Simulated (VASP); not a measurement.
Write the native input for VASP 6.6.1 that does the following.

| Item | Value |
| --- | --- |
| Task | evGW quasiparticle levels |
| Functional | PBE |
| Potentials or basis | VASP PAW PBE potentials, release 64 (I_GW, K_sv_GW) |
| Cutoff | 500 eV |
| k mesh | 3 × 3 × 3 |
| Occupations | gaussian, width 0.01 eV |
| Spin | no spin polarisation |
| Cutoff of the response function | 150 |
| Frequency points | 48 |
| Empty bands | 545 |
| GW scheme | evGW |
| GW iterations | 4 |
| Further INCAR settings | ALGO = EVGW; EDIFF = 1e-08; NBANDS = 553 |

KI:

```
I K
1.0
     0.00000    3.53277    3.53277
     3.53277    0.00000    3.53277
     3.53277    3.53277    0.00000
I K
1 1
Cartesian
  3.5328 3.5328 3.5328
  0.0000 0.0000 0.0000
```

The input as run:

POSCAR

```
KI
1.0
    0.0000000000      3.5327750000      3.5327750000
    3.5327750000      0.0000000000      3.5327750000
    3.5327750000      3.5327750000      0.0000000000
I K
1 1
Direct
    0.5000000000      0.5000000000      0.5000000000
    0.0000000000      0.0000000000      0.0000000000
```

INCAR.step1

```
PREC = Accurate
ENCUT = 500
EDIFF = 1E-8
ISMEAR = 0
SIGMA = 0.01
LREAL = False
LASPH = True
NELM = 80
ALGO = Fast
LWAVE = True
LCHARG = False
GGA = PE
```

INCAR.step2

```
PREC = Accurate
ENCUT = 500
EDIFF = 1E-8
ISMEAR = 0
SIGMA = 0.01
LREAL = False
LASPH = True
NELM = 1
ALGO = Exact
LWAVE = True
LCHARG = False
GGA = PE
NBANDS = 553
LOPTICS = True
ISTART = 1
```

INCAR.step3

```
PREC = Accurate
ENCUT = 500
EDIFF = 1E-8
ISMEAR = 0
SIGMA = 0.01
LREAL = False
LASPH = True
ALGO = EVGW
LWAVE = False
LCHARG = False
GGA = PE
NELMGW = 4
NBANDS = 553
ENCUTGW = 150
NOMEGA = 48
PRECFOCK = Fast
ISTART = 1
NBANDSGW = 16
```

KPOINTS

```
regular mesh
0
Gamma
  3 3 3
```

Potentials or basis: VASP PAW PBE potentials, release 64 (I_GW, K_sv_GW).

The run is started by

```sh
$ cat potpaw_PBE.64/I_GW/POTCAR potpaw_PBE.64/K_sv_GW/POTCAR > POTCAR
$ cp INCAR.step1 INCAR
$ mpirun -np 1 vasp_std > vasp.out
$ cp INCAR.step2 INCAR
$ mpirun -np 1 vasp_std > vasp.out
$ cp INCAR.step3 INCAR
$ mpirun -np 1 vasp_std > vasp.out
```

Results of the run:

The band gap on the k mesh, mean-field level is 3.95 eV, direct, the quasiparticle gap is 7.20 eV and the least direct quasiparticle gap is 7.20 eV.

Caveat: the k mesh is coarse (spacing up to 0.51 Å⁻¹), so the values aren't converged; bands, screening cutoff and mesh are small and nothing is extrapolated, so the quasiparticle values aren't converged; spin-orbit coupling is left out, which moves the levels of the heavy elements.

Run time: 27 min on 1 thread of Intel(R) Xeon(R) Platinum 8259CL CPU @ 2.50GHz (Skylake/Cascade Lake), with other jobs on the host, peak memory 0.91 GiB.
